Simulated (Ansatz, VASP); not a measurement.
# HfN (HfN strained to the junction's net) in two plane-wave programs

One calculation is typed for both programs; each brings its own data sets. How far apart do they land? The cell is generated by rule, not measured, and may not be a known phase. The structure shown is the end of the Ansatz relaxation below.

Main program and level: Ansatz 0.2.0; plane waves, with VASP 6.6.1 beside it; PBE.

## (1) Set-up

It takes space group R-3m (No. 166, trigonal). Conventional cell: a = 3.128 Å, b = 3.128 Å, c = 8.076 Å, α = 90.00°, β = 90.00°, γ = 120.00°. Nearest to Hf lie 6 N at 2.25 Å. N has 6 Hf at 2.25 Å nearest. Farther neighbours and most contacts between anions are not listed.

## (2) Ansatz: relaxation, PBE

Ansatz runs on its default PAW (the set named soft_2) files.

This run makes the geometry at which the two programs are then compared.

Input file input.yaml:

```yaml
crystal:
  lattice:
    - [3.128, 0.0, 0.0]
    - [-1.564, 2.708927463, 0.0]
    - [0.0, 0.0, 7.9751205283]
  atoms:
    - { symbol: Hf, position: [0.0, 0.0, 0.0] }
    - { symbol: "N", position: [0.3333333333, 0.6666666667, 0.1666666667] }
    - { symbol: Hf, position: [0.6666666667, 0.3333333333, 0.3333333333] }
    - { symbol: "N", position: [0.0, 0.0, 0.5] }
    - { symbol: Hf, position: [0.3333333333, 0.6666666667, 0.6666666667] }
    - { symbol: "N", position: [0.6666666667, 0.3333333333, 0.8333333333] }
kpoints:
  mp_grid: { grid: [12, 12, 4] }
scf:
  occupations: { method: fermi_dirac, width: 0.1 }
  max_iter: 150
hamiltonian:
  xc: pbe
relax:
  f_tol: 0.01
  max_steps: 40
  cell: { fix: [a, b, angles] }
```

Command:

```sh
> ansatz run input.yaml --threads 4 --pin off --max-ram 12288MiB --backend cpu --events-out ev --progress --plain --runs-dir out
```

Numbers of over 12 decimals in the logs are rounded to 6 here.

The program printed:

```text
Engine: ansatz 0.2.0, aarch64-unknown-linux-gnu
Pseudopotentials: kind: paw
Pseudopotential: Hf, paw, valence charge 26, recommended cutoff 420 eV (normal), Hf.paw.azcp
Pseudopotential: N, paw, valence charge 5, recommended cutoff 420 eV (normal), N.paw.azcp
Functional definition: PBE
  parameter kappa = 0.804
  parameter beta = 0.066725
  exchange = pbe_x(kappa = kappa, mu = beta*pi^2/3)
  correlation = pbe_c(beta = beta)
Crystal: 6 atoms, lattice volume = 67.577 Å³
Basis set: ecut = 420 eV, 1299 PW (Γ), exchange–correlation on 48×48×108 points (8 copies of the dense FFT grid, shifted against one another)
Bands: 56, of which v1, the nominal top of the filled ones, is band 47 counted from 1 (46 counted from 0)
Symmetry: 36 space group operations
Space group: R-3m (ITA 166), of the structure as read, at distance tolerance 4.1e-5 Å
k-points: 69 of 576
Non-local potential: Hf, projectors of the file, l = 0: 3, l = 1: 2, l = 2: 2, l = 3: 3
Non-local potential: N, projectors of the file, l = 0: 2, l = 1: 2, l = 2: 1
PAW form: soft (Blöchl's): semilocal exchange-correlation on the pseudo side does not see the compensation charge
PAW one-centre angular grid: Hf, 590 points (default); XC on 64 Gauss nodes
PAW one-centre angular grid: N, 110 points (default); XC on 64 Gauss nodes
Initial density: superposition of atomic densities (neutral atoms: chi_scale 0, normalization atom), corrected by the library's trained network
Initial wavefunctions: pseudopotential atomic-orbital guess
Functional: x = pbe(κ = 0.804, μ = 0.219515), c = pbe(β = 0.066725)
SCF iter   1: F=—  HF=-48325.936846 eV  |F-HF|=—  |Δ(HF+E_count)|=         —  Δρ=5.25e-3  dr2=2.17e-2  ethr=1.77e-3  ⟨swp⟩=5.1  Hψ=11681  notcnv=0  defer=2
preconditioner: auto → Kerker (q_TF=auto, 2.877 Å⁻¹)  [metal: Δε(μ)=0.046 eV  Ē_g=18.199 eV  σ=0.100 eV  W_gap=0.12  n_scr=36 (ndim 8)  ℏωp=42.1 eV  f_vac=0.000  D(μ)=1.66/eV (n_scr^D=4)]
SCF iter   2: F=—  HF=-48325.931664 eV  |F-HF|=—  |Δ(HF+E_count)|=   5.18e-3  Δρ=1.50e-3  dr2=1.21e-3  ethr=2.34e-5  ⟨swp⟩=2.0  Hψ=6718  notcnv=0  defer=6
SCF iter   3: F=—  HF=-48325.931221 eV  |F-HF|=—  |Δ(HF+E_count)|=   4.43e-4  Δρ=7.83e-4  dr2=2.52e-4  ethr=1.30e-6  ⟨swp⟩=2.0  Hψ=5982  notcnv=0  defer=6
SCF iter   4: F=—  HF=-48325.931168 eV  |F-HF|=—  |Δ(HF+E_count)|=   5.24e-5  Δρ=3.45e-4  dr2=3.33e-5  ethr=2.71e-7  ⟨swp⟩=2.0  Hψ=6965  notcnv=0  defer=6
SCF iter   5: F=—  HF=-48325.931126 eV  |F-HF|=—  |Δ(HF+E_count)|=   4.19e-5  Δρ=6.81e-5  dr2=1.22e-6  ethr=3.58e-8  ⟨swp⟩=2.3  Hψ=6676  notcnv=0  defer=6
SCF iter   6: F=—  HF=-48325.931126 eV  |F-HF|=—  |Δ(HF+E_count)|=   2.66e-7  Δρ=1.21e-5  dr2=6.83e-8  ethr=1.08e-10  ⟨swp⟩=4.6  Hψ=19215  notcnv=0
SCF iter   7: F=-48325.931126 eV  HF=-48325.931126 eV  |F-HF|=3.54e-9  |Δ(HF+E_count)|=   9.61e-9  Δρ=3.07e-6  dr2=5.82e-9  ethr=7.34e-11  ⟨swp⟩=4.6  Hψ=14261  notcnv=0
SCF 1 converged in 7 iterations: F = -48325.931126 eV  dr2 = 5.82e-9
  greatest PAW one-centre occupation: 0.998 electrons in one spin orbital (limit 2), on the Hf atom at site 4 (counted from 0), in its partial waves of l = 0
relax step   1: F+E_penalty+E_count = -48325.93112613 eV  Δ(F+E_penalty+E_count) = +0.000e0 eV  max|allowed force component| = 1.636e-27 eV/Å  Δτ_max = 0.0000 Å  P = +12.500 GPa  Ω = 67.577 Å³  fix = [a, b, alpha, beta, gamma]  reactions: a +15.847, b +15.847 GPa  (7 SCF iters, dr2 threshold 1.00e-7 eV, accepted)
[...]
relax step   4: F+E_penalty+E_count = -48325.94347479 eV  Δ(F+E_penalty+E_count) = -4.756e-5 eV  max|allowed force component| = 9.998e-29 eV/Å  Δτ_max = 0.0000 Å  P = +8.726 GPa  Ω = 68.414 Å³  energy of the carried Pulay correction = -2.696e-3 eV  fix = [a, b, alpha, beta, gamma]  reactions: a +13.087, b +13.087 GPa  (5 SCF iters, dr2 threshold 2.07e-8 eV, accepted)
[...]
relax step   5: F+E_penalty+E_count = -48325.94643449 eV  Δ(F+E_penalty+E_count) = -2.960e-3 eV  max|allowed force component| = 9.721e-29 eV/Å  Δτ_max = 0.0000 Å  P = +8.777 GPa  Ω = 68.414 Å³  fix = [a, b, alpha, beta, gamma]  reactions: a +13.113, b +13.113 GPa  stress off target by 1.06e-1 GPa on what of the cell is left free  SCF on the basis re-selected at this cell (its energy is not comparable with the rows above)  (6 SCF iters)
[...]
relax step   6: F+E_penalty+E_count = -48325.94639193 eV  Δ(F+E_penalty+E_count) = +4.257e-5 eV  max|allowed force component| = 3.992e-28 eV/Å  Δτ_max = 0.0000 Å  P = +8.711 GPa  Ω = 68.429 Å³  energy of the carried Pulay correction = -4.775e-5 eV  fix = [a, b, alpha, beta, gamma]  reactions: a +13.065, b +13.065 GPa  (4 SCF iters, dr2 threshold 2.80e-8 eV, accepted)
[...]
relax step   7: F+E_penalty+E_count = -48325.94641135 eV  Δ(F+E_penalty+E_count) = -1.943e-5 eV  max|allowed force component| = 1.973e-28 eV/Å  Δτ_max = 0.0000 Å  P = +8.712 GPa  Ω = 68.429 Å³  fix = [a, b, alpha, beta, gamma]  reactions: a +13.065, b +13.065 GPa  stress off target by 4.70e-3 GPa on what of the cell is left free  SCF on the basis re-selected at this cell (its energy is not comparable with the rows above)  (5 SCF iters)
basis re-selected at this cell: Δ(F+E_penalty+E_count) = -1.943e-5 eV, ΔP = +0.001 GPa vs the last step (what re-selecting the basis moved, of the pressure what is left beyond the Pulay correction that the steps carried, after the strain that the cell walked since its last selection, with what the two solves' SCF thresholds leave and, on support functions, any second-order correction that the steps lacked; it is no m [...]
SCF converged after 5 iterations
Free energy (F): -48325.946411 eV
Harris-Foulkes:  -48325.946411 eV  (|F-HF|=0.00e0)
Internal energy: -48325.891775 eV  (E = F + TS)
E sigma→0 (E₀):  -48325.919093 eV
Entropy (-TS):   -0.054636 eV (-9.106 meV/atom)
Fermi energy:    24.111475 eV
--- Per-component energies (eV) ---
  E_band       = 572.191690
  E_kinetic    = 1674.618165
  E_local      = -14071.126908  (includes V_loc(G=0)·N_el)
  E_nonlocal   = -3594.740850
  E_hartree    = 6694.207833
  E_xc         = -1086.386333
  E_vxc        = -1036.469806  (∫ρ·V_xc dr)
  E_paw        = -21165.145864  (= ΣΔE_a)
  E_vpaw       = 4211.495277  (= ΣTr[D̂ρ^β])
  E_aug_tail   = 0.000287  (compensation charges beyond the density's cutoff)
  E_ewald      = -16777.318106
  E_smearing   = -0.054636  (= −TS)
  E_closure    = -0.000000  (closes the sum)
  Σ components = -48325.946411   (vs F -48325.946411, Δ=0.00e0)
--- Forces (eV/Å), atoms counted from 1 ---
  atom   1  Hf    -0.00000000     0.00000000     0.00000000
  atom   2  N      0.00000000     0.00000000     0.00000000
  atom   3  Hf     0.00000000    -0.00000000     0.00000000
  atom   4  N      0.00000000     0.00000000     0.00000000
  atom   5  Hf     0.00000000     0.00000000     0.00000000
  atom   6  N     -0.00000000    -0.00000000     0.00000000
  max |Σ_I F_I| component: 4.32e-28 eV/Å
--- Stress (GPa, compression-positive) ---
       13.065131      -0.000000       0.000000
       -0.000000      13.065131       0.000000
        0.000000       0.000000       0.004704
  P = ⅓ Tr σ = 8.7117 GPa (87.117 kbar)
--- Relaxed structure (5 steps of the walk, 5 accepted, 2 SCFs on fresh bases) ---
  F+E_penalty+E_count = -48325.94641135 eV   max|allowed force component| = 1.973e-28 eV/Å   (the final SCF, on the basis selected at the relaxed cell)
  cell:  # Å, volume = 68.4289 Å³
    - [3.128000, 0, 0]
    - [-1.564000, 2.708927, 0]
    - [0, 0, 8.075609]
  atoms:
    - { symbol: Hf, position: [0, 0, 0] }
    - { symbol: N, position: [0.333333, 0.666667, 0.166667] }
    - { symbol: Hf, position: [0.666667, 0.333333, 0.333333] }
    - { symbol: N, position: [0, 0, 0.500000] }
    - { symbol: Hf, position: [0.333333, 0.666667, 0.666667] }
    - { symbol: N, position: [0.666667, 0.333333, 0.833333] }
```

## (3) VASP: single point, PBE

The same cell, functional, mesh and smearing now go to VASP, with its own data sets.

Lines of VASP's logs that name or quote its potential files are left out, and so is its time.

Input file INCAR:

```
SYSTEM = HfN
PREC = Accurate
ENCUT = 600
EDIFF = 1E-06
NELM = 120
ISMEAR = -1
SIGMA = 0.1
LREAL = .FALSE.
ALGO = Normal
GGA = PE
NBANDS = 28
LASPH = .TRUE.
LORBIT = 11
LWAVE = .FALSE.
LCHARG = .FALSE.
ISIF = 2
GGA_COMPAT = .FALSE.
KPAR = 2
```

Input file POSCAR:

```
HfN
1.0
    3.1280000000      0.0000000000      0.0000000000
   -1.5640000000      2.7089274630      0.0000000000
    0.0000000000      0.0000000000      8.0756088427
Hf N
3 3
Direct
    0.0000000000      1.0000000000      1.0000000000
    0.6666666667      0.3333333333      0.3333333333
    0.3333333333      0.6666666667      0.6666666667
    0.3333333333      0.6666666667      0.1666666667
    0.0000000000      1.0000000000      0.5000000000
    0.6666666667      0.3333333333      0.8333333333
```

Input file KPOINTS:

```
Automatic mesh
0
Gamma
12 12 4
0 0 0
```

The projector-augmented-wave data sets are Hf_pv and N (PBE family, release 64).

Command:

```sh
> mpirun -np 2 vasp_std
```

The program printed:

```text
[banner, memory and clock lines left out]
running    2 mpi-ranks, on    1 nodes
 distrk:  each k-point on    1 cores,    2 groups
 distr:  one band on    1 cores,    1 groups

 POSCAR found type information on POSCAR HfN
 POSCAR found :  2 types and       6 ions
 LDA part: xc-table for (Slater+PW92), standard interpolation
 POSCAR, INCAR and KPOINTS ok, starting setup
 FFT: planning ... GRIDC
 FFT: planning ... GRID_SOFT
 FFT: planning ... GRID
 WAVECAR not read
 entering main loop
       N       E                     dE             d eps       ncg     rms          rms(c)
DAV:   1     0.243335171987E+03    0.24334E+03   -0.27228E+04  3864   0.177E+03
DAV:   2    -0.590928578310E+02   -0.30243E+03   -0.29382E+03  4856   0.421E+02
DAV:   3    -0.739319342733E+02   -0.14839E+02   -0.14636E+02  4796   0.811E+01
DAV:   4    -0.741789597232E+02   -0.24703E+00   -0.24391E+00  5012   0.101E+01
DAV:   5    -0.741822506190E+02   -0.32909E-02   -0.32788E-02  4928   0.893E-01    0.865E+01
DAV:   6    -0.653334106745E+02    0.88488E+01   -0.52958E+01  4488   0.345E+01    0.704E+01
DAV:   7    -0.652390883795E+02    0.94322E-01   -0.40563E+00  4444   0.115E+01    0.259E+01
DAV:   8    -0.651948480802E+02    0.44240E-01   -0.23117E-01  5000   0.275E+00    0.359E+00
DAV:   9    -0.651861592821E+02    0.86888E-02   -0.56424E-02  4536   0.133E+00    0.335E+00
DAV:  10    -0.651846333108E+02    0.15260E-02   -0.10132E-02  4620   0.573E-01    0.350E-01
DAV:  11    -0.651846242211E+02    0.90896E-05   -0.67756E-04  4700   0.164E-01    0.301E-01
DAV:  12    -0.651846111746E+02    0.13046E-04   -0.74132E-05  4724   0.463E-02    0.847E-02
DAV:  13    -0.651846126179E+02   -0.14433E-05   -0.32354E-06  4044   0.122E-02    0.129E-02
DAV:  14    -0.651846126188E+02   -0.87675E-09   -0.66910E-08  2696   0.208E-03
   1 F= -.65184613E+02 E0= -.65157517E+02  d E =-.541904E-01
```

From OUTCAR (step 3):

```text
ion  position               nearest neighbor table
   1  0.000  0.000  0.000-   4 2.25   6 2.25   4 2.25   6 2.25   6 2.25   4 2.25   2 3.24   3 3.24
                             3 3.24   2 3.24   3 3.24   2 3.24
   2  0.667  0.333  0.333-   4 2.25   4 2.25   4 2.25   5 2.25   5 2.25   5 2.25   1 3.24   1 3.24
                             1 3.24   3 3.24   3 3.24   3 3.24
   3  0.333  0.667  0.667-   6 2.25   6 2.25   6 2.25   5 2.25   5 2.25   5 2.25   1 3.24   1 3.24
                             1 3.24   2 3.24   2 3.24   2 3.24
   4  0.333  0.667  0.167-   2 2.25   2 2.25   2 2.25   1 2.25   1 2.25   1 2.25
   5  0.000  0.000  0.500-   2 2.25   3 2.25   3 2.25   2 2.25   2 2.25   3 2.25
   6  0.667  0.333  0.833-   3 2.25   3 2.25   3 2.25   1 2.25   1 2.25   1 2.25

  LATTYP: Found a hexagonal cell.
 ALAT       =     3.1280000000
 C/A-ratio  =     2.5817163819

 Subroutine GETGRP returns: Found 12 space group operations
 (whereof 12 operations were pure point group operations)

The static configuration has the point symmetry D_3d.

 Found     69 irreducible k-points:

   k-points           NKPTS =     69   k-points in BZ     NKDIM =     69   number of bands    NBANDS=     28

   dimension x,y,z NGX =    28 NGY =   28 NGZ =   70
   dimension x,y,z NGXF=    56 NGYF=   56 NGZF=  140

   ENCUT  =  600.0 eV  44.10 Ry    6.64 a.u.   6.25  6.25 16.13*2*pi/ulx,y,z

   NELECT =      45.0000    total number of electrons

 k-points in reciprocal lattice and weights: Automatic mesh
   0.00000000  0.00000000  0.00000000       0.002
   0.08333333  0.00000000  0.00000000       0.010
   0.16666667  0.00000000  0.00000000       0.010
   0.25000000  0.00000000  0.00000000       0.010
   0.33333333  0.00000000  0.00000000       0.010
   0.41666667 -0.00000000  0.00000000       0.010
   0.50000000  0.00000000  0.00000000       0.005
   0.08333333  0.08333333  0.00000000       0.010
   0.16666667  0.08333333  0.00000000       0.021
[...]
0.33333333  0.25000000  0.50000000       0.021
   0.33333333  0.33333333  0.50000000       0.003

 average (electrostatic) potential at core
       1 -34.5644       2 -34.5644       3 -34.5644       4 -61.4613       5 -61.4613
       6 -61.4613

 E-fermi :   8.4289

 k-point     1 :       0.0000    0.0000    0.0000
  band No.  band energies     occupation
    ...
     20       5.5561      2.00000
     21       5.5561      2.00000
     22       7.5117      1.99979
     23       8.3714      1.28006
     24       8.3714      1.28006
     25       9.8894      0.00000
     26       9.8894      0.00000
     27      10.4902      0.00000
     28      10.5253      0.00000

 k-point     2 :       0.0833    0.0000    0.0000
  band No.  band energies     occupation
    ...
     19       4.7740      2.00000
     20       5.0085      2.00000
     21       5.2844      2.00000
     22       7.6891      1.99878
     23       8.4003      1.14207
     24       8.6689      0.16632
     25       9.1695      0.00121
     26       9.7431      0.00000
     27      10.4542      0.00000
     28      10.7950      0.00000

 k-point     3 :       0.1667    0.0000    0.0000
  band No.  band energies     occupation
    ...
     19       3.6806      2.00000
     20       4.2591      2.00000
     21       4.7029      2.00000
     22       7.8979      1.99017
     23       8.0050      1.97157
     24       8.7255      0.09804
     25       9.4149      0.00010
     26       9.9746      0.00000
     27      10.4434      0.00000
     28      11.5705      0.00000

  Total        4.5283780      4.5283780     -1.1307457      0.0000000      0.0000000      0.0000000
  in kB      106.0263609    106.0263609    -26.4750092      0.0000000      0.0000000      0.0000000
  external PRESSURE =      61.8592375 kB  Pullay stress =       0.0000000 kB

  energy-cutoff  :      600.00
  volume of cell :       68.43
      direct lattice vectors                 reciprocal lattice vectors
     3.128000000  0.000000000  0.000000000     0.319693095  0.184574894  0.000000000
    -1.564000000  2.708927463  0.000000000     0.000000000  0.369149788  0.000000000
     0.000000000  0.000000000  8.075608843     0.000000000  0.000000000  0.123829673

 POSITION                                       TOTAL-FORCE (eV/Angst)
 -----------------------------------------------------------------------------------
      0.00000      0.00000      0.00000        -0.000000     -0.000000      0.000000
      1.56400      0.90298      2.69187        -0.000000     -0.000000      0.000000
     -0.00000      1.80595      5.38374        -0.000000      0.000000     -0.000000
     -0.00000      1.80595      1.34593        -0.000000     -0.000000     -0.000000
      0.00000      0.00000      4.03780         0.000000     -0.000000      0.000000
      1.56400      0.90298      6.72967         0.000000     -0.000000      0.000000
 -----------------------------------------------------------------------------------
    total drift:                               -0.000000      0.000000      0.000000

  FREE ENERGIE OF THE ION-ELECTRON SYSTEM (eV)
  ---------------------------------------------------
  free  energy   TOTEN  =       -65.1846126188 eV

  energy  without entropy=      -65.1304222684  energy(sigma->0) =      -65.15751744

 total charge
# of ion       s       p       d       tot
------------------------------------------
    1        0.296   6.583   1.779   8.658
    2        0.296   6.583   1.779   8.658
    3        0.296   6.583   1.779   8.658
    4        1.233   2.510   0.000   3.742
    5        1.233   2.510   0.000   3.742
    6        1.233   2.510   0.000   3.742
--------------------------------------------------
tot          4.585  27.278   5.337  37.200

[... 3 further parts left out ...]
```

The run ends at a pressure of 6.19 GPa.

## (4) Differences

Known differences besides the potentials themselves: the data sets hold 93 valence electrons in Ansatz (on its default PAW (the set named soft_2) files) and 45 in VASP; the cutoff is 420 eV in Ansatz and 600 eV in VASP; Ansatz's pressure holds a Pulay correction, VASP's none. Total energies have different zeros and are not compared.

Both answers:

| quantity | Ansatz | VASP | difference |
| --- | --- | --- | --- |
| pressure (GPa) | 8.71 | 6.19 | +2.53 |

## (5) Other set-ups

Further runs change the set-up of one program: Ansatz's method, potentials or start, or VASP's data sets, cutoff or form of LDA. The table gives that difference for each run.

| run | pressure (GPa) |
| --- | --- |
| as above | 2.5 |
| VASP with the data sets Hf_sv and N | 1.8 |

## (6) What came out

| Item | Value |
| --- | --- |
| difference in pressure (single point, PBE) | 2.5 GPa |

**Reading.** The difference in pressure is 2.5 GPa (single point, PBE), beyond the 1 GPa picked in this series as the mark of a large difference. The data sets hold unlike numbers of valence electrons (93 in Ansatz and 45 in VASP), so part of the differences may come from the potentials. Single point, PBE, VASP with the data sets Hf_sv and N: the difference in pressure goes from 2.5 to 1.8 GPa. How closely two codes agree says nothing of how well the functional describes the real material.

[Lines on the potential files, build, host, timing and source positions are cut from VASP's logs without a mark.]

[Logs are printed without paths, hosts, clocks, repeated set-up lines and the standing remarks that a program may print on its own settings, such as how far it seeks lower states.]

[Hosts, paths, dates, database ids (printed as entryN), source tags and the programs' standing remarks are cut or masked in the printed files.]
